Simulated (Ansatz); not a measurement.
# Si: the cost of one run

Method: DFT PBEsol, scalar-relativistic, plane waves, PAW, in Ansatz 0.2.0.

That is the level of the relaxation; later steps name their own.

1 further run of the same task is left out (set aside as unsound or not needed).

## 1. The starting structure

The structure is cubic, space group Fd-3m (No. 227). The conventional cell has a = 5.434 Å, b = 5.434 Å, c = 5.434 Å, α = 90.00°, β = 90.00°, γ = 90.00°. Si (site symmetry -43m) is surrounded by 4 Si at 2.35 Å.

Coordinates:

```
CELL_PARAMETERS angstrom
0.00000 2.71681 2.71681
2.71681 0.00000 2.71681
2.71681 2.71681 0.00000
ATOMIC_POSITIONS crystal
Si 0.00000 0.00000 0.00000
Si 0.25000 0.25000 0.25000
```

This cell was relaxed beforehand with the same method: volume 20.05 Å³/atom, gap on the mesh 0.46 eV.

## 2. Band edges over the whole zone

input.yaml

```yaml
crystal:
  lattice:
    - [0.0, 2.7168139163, 2.7168139163]
    - [2.7168139163, 0.0, 2.7168139163]
    - [2.7168139163, 2.7168139163, 0.0]
  atoms:
    - { symbol: Si, position: [0.0, 0.0, 0.0] }
    - { symbol: Si, position: [0.25, 0.25, 0.25] }
basis:
  ecutwfc: 420
kpoints:
  mp_grid: { grid: [12, 12, 12] }
  band_path: { path: [VBM, CBM], npoints: 2 }
hamiltonian:
  xc: pbesol
scf:
  occupations: { method: gaussian, width: 0.02 }
output:
  forces: true
  stress: true
  eigenvalues: true
```

The run is started by

```console
ansatz run input.yaml --threads 2 --pin off --max-ram 5120MiB --backend cpu --events-out ev --progress --plain --runs-dir out
```

Q: Estimate wall time and peak memory on 2 threads of Intel Xeon 6975P-C (Granite Rapids), shared host.

About 1.4 s, with a peak of 0.35 GiB.
